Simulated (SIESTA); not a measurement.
V:

```
V
1.0
    -1.51435    1.51435    1.51435
     1.51435   -1.51435    1.51435
     1.51435    1.51435   -1.51435
V
1
Cartesian
  0.0000 0.0000 0.0000
```

Base run:

* Program: SIESTA 5.4.2
* Functional: PBEsol
* Potentials or basis: PseudoDojo 0.4 standard (PBEsol files)
* Basis: DZP (energy shift 0.003 Ry; two zetas on semicore shells)
* Grid cutoff: 800 Ry
* Energy shift: 0.003 Ry
* k mesh: 12 × 12 × 12
* Occupations: fermi-dirac, width 0.05 eV
* Spin: collinear spin, ferromagnetic start
* Starting moments: [2.0] μB

Its results: band gap on the k mesh none (metal or under the smearing width); pressure -11.7 GPa; net moment 0.00 μB per cell.

Task: The run is repeated on the same cell with these changes: functional from PBEsol to LDA; potentials or basis from PseudoDojo 0.4 standard (PBEsol files) to PseudoDojo 0.4 standard (LDA files). What comes out?

Result: Band gap on the k mesh none (metal or under the smearing width); pressure -17.2 GPa; net moment 0.00 μB per cell.

Caveats: the basis of atomic orbitals isn't converged, which shifts pressures, moduli and gaps.
